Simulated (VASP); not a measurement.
# VASP 6.6.1 run: LiF

INCAR

```
ISMEAR = 0
NELM = 120
LREAL = .FALSE.
LWAVE = .FALSE.
ENCUT = 520
SIGMA = 0.01
LASPH = .TRUE.
ALGO = Normal
IBRION = -1
NBANDS = 12
NELMIN = 8
LCHARG = .FALSE.
METAGGA = R2SCAN
NSW = 0
EDIFF = 1E-7
ISIF = 2
PREC = Accurate
```

KPOINTS

```
KPOINTS created by Atomic Simulation Environment
0
Gamma
10 10 10
0 0 0
```

POSCAR

```
Li F
 1.0000000000000000
     0.0000000000000000    1.9755189502999999    1.9755189502999999
     1.9755189502999999    0.0000000000000000    1.9755189502999999
     1.9755189502999999    1.9755189502999999    0.0000000000000000
 Li  F
   1   1
Cartesian
  0.0000000000000000  0.0000000000000000  0.0000000000000000
  1.9755189503000004  1.9755189503000004  1.9755189503000004
```

The recommended PBE PAW datasets give the neutral cell 10 valence electrons.

Command

```
mpirun -np 1 vasp_std
```

OSZICAR

```
N       E                     dE             d eps       ncg     rms          rms(c)
DAV:   1     0.282496207375E+02    0.28250E+02   -0.56612E+03  1184   0.886E+02
DAV:   2    -0.139194649544E+02   -0.42169E+02   -0.41364E+02  1328   0.198E+02
DAV:   3    -0.149589765716E+02   -0.10395E+01   -0.10369E+01  1500   0.274E+01
DAV:   4    -0.149693278933E+02   -0.10351E-01   -0.10351E-01  1316   0.288E+00
DAV:   5    -0.149694420618E+02   -0.11417E-03   -0.11417E-03  1580   0.228E-01    0.389E+00
DAV:   6    -0.119037329279E+02    0.30657E+01   -0.66908E-01  1156   0.619E+00    0.153E+00
DAV:   7    -0.119014885380E+02    0.22444E-02   -0.48634E-01  1332   0.500E+00    0.120E+00
DAV:   8    -0.120419983504E+02   -0.14051E+00   -0.10725E+00  1200   0.713E+00    0.266E+00
DAV:   9    -0.119007463497E+02    0.14125E+00   -0.71521E-01  1180   0.554E+00    0.103E-01
DAV:  10    -0.119000817631E+02    0.66459E-03   -0.63683E-03  1308   0.819E-01    0.124E-01
DAV:  11    -0.119000326406E+02    0.49123E-04   -0.13373E-04  1336   0.108E-01    0.754E-02
DAV:  12    -0.118999251981E+02    0.10744E-03   -0.61662E-04  1272   0.169E-01    0.459E-03
DAV:  13    -0.118999238052E+02    0.13929E-05   -0.51382E-06  1424   0.216E-02    0.142E-03
DAV:  14    -0.118999235773E+02    0.22789E-06   -0.91930E-08  1520   0.282E-03    0.777E-04
DAV:  15    -0.118999234314E+02    0.14595E-06   -0.65433E-08   692   0.185E-03    0.909E-05
DAV:  16    -0.118999234257E+02    0.56538E-08   -0.15498E-09   628   0.366E-04
   1 F= -.11899923E+02 E0= -.11899923E+02  d E =-.200659E-41
```

From OUTCAR

```
k-points           NKPTS =     47   k-points in BZ     NKDIM =     47   number of bands    NBANDS=     12

   NELECT =      10.0000    total number of electrons

   dimension x,y,z NGX =    24 NGY =   24 NGZ =   24
   dimension x,y,z NGXF=    48 NGYF=   48 NGZF=   48

  energy-cutoff  :      520.00
  volume of cell :       15.42
      direct lattice vectors                 reciprocal lattice vectors
     0.000000000  1.975518950  1.975518950    -0.253098053  0.253098053  0.253098053
     1.975518950  0.000000000  1.975518950     0.253098053 -0.253098053  0.253098053
     1.975518950  1.975518950  0.000000000     0.253098053  0.253098053 -0.253098053

 k-points in reciprocal lattice and weights: KPOINTS created by Atomic Simulation Env
   0.00000000  0.00000000  0.00000000       0.001
   0.10000000  0.00000000  0.00000000       0.008
   0.20000000  0.00000000  0.00000000       0.008
   0.30000000  0.00000000  0.00000000       0.008
   0.40000000  0.00000000  0.00000000       0.008
   0.50000000  0.00000000  0.00000000       0.004
   0.10000000  0.10000000  0.00000000       0.006
   0.20000000  0.10000000  0.00000000       0.024
   ...

 E-fermi :  -1.1875

 k-point     1 :       0.0000    0.0000    0.0000
  band No.  band energies     occupation
      1     -43.2339      2.00000
      2     -22.5385      2.00000
      3      -1.2797      2.00000
      4      -1.2797      2.00000
      5      -1.2797      2.00000
      6       9.5623      0.00000
      7      24.7866      0.00000
      8      24.7866      0.00000
      9      24.7866      0.00000
     10      25.6340      0.00000
     11      25.6340      0.00000
     12      25.6344      0.00000

 k-point     2 :       0.1000    0.0000    0.0000
  band No.  band energies     occupation
      1     -43.2269      2.00000
      2     -22.4979      2.00000
      3      -1.5770      2.00000
      4      -1.3062      2.00000
      5      -1.3062      2.00000
      6       9.8433      0.00000
      7      21.9324      0.00000
      8      23.7798      0.00000
      9      23.7801      0.00000
     10      26.2739      0.00000
     11      26.2740      0.00000
     12      26.7491      0.00000

 k-point     3 :       0.2000    0.0000    0.0000
  band No.  band energies     occupation
      1     -43.2086      2.00000
      2     -22.3889      2.00000
      3      -2.2996      2.00000
      4      -1.3743      2.00000
      5      -1.3743      2.00000
      6      10.4457      0.00000
      7      19.3648      0.00000
      8      22.1987      0.00000
      9      22.1990      0.00000
     10      27.5339      0.00000
     11      27.5339      0.00000
     12      27.8120      0.00000

 k-point     4 :       0.3000    0.0000    0.0000
  band No.  band energies     occupation
      1     -43.1860      2.00000
      2     -22.2490      2.00000
      3      -3.1118      2.00000
      4      -1.4557      2.00000
      5      -1.4557      2.00000
      6      10.8835      0.00000
      7      17.9597      0.00000
      8      20.8323      0.00000
      9      20.8325      0.00000
     10      29.2816      0.00000
     11      29.3163      0.00000
     12      29.3163      0.00000

 ...

  Total        0.1785708      0.1785708      0.1785708      0.0000000      0.0000000      0.0000000
  in kB       18.5544240     18.5544240     18.5544240      0.0000000      0.0000000      0.0000000
  external PRESSURE =      18.5544240 kB  Pullay stress =       0.0000000 kB

 POSITION                                       TOTAL-FORCE (eV/Angst)
 -----------------------------------------------------------------------------------
      0.00000      0.00000      0.00000        -0.000000      0.000000     -0.000000
      1.97552      1.97552      1.97552         0.000000     -0.000000      0.000000
 -----------------------------------------------------------------------------------
    total drift:                               -0.000000     -0.000000      0.000000

  FREE ENERGIE OF THE ION-ELECTRON SYSTEM (eV)
  ---------------------------------------------------
  free  energy   TOTEN  =       -11.8999234257 eV

  energy  without entropy=      -11.8999234257  energy(sigma->0) =      -11.89992343
```

It converged. Results: gap between bands v and c on the k mesh 10.84 eV; least direct gap on the k mesh 10.84 eV; pressure 1.9 GPa. Band v is the last that the valence electrons fill when counted band by band, and c is the next.

For comparison, a separate r²SCAN run of the intended cell, on usual settings and not on those above, gives a gap of 10.84 eV on its mesh and a pressure of 1.9 GPa.

The run above took about 29 s on one core of a shared host (Intel Xeon Platinum 8488C) and held 0.13 GiB at most.
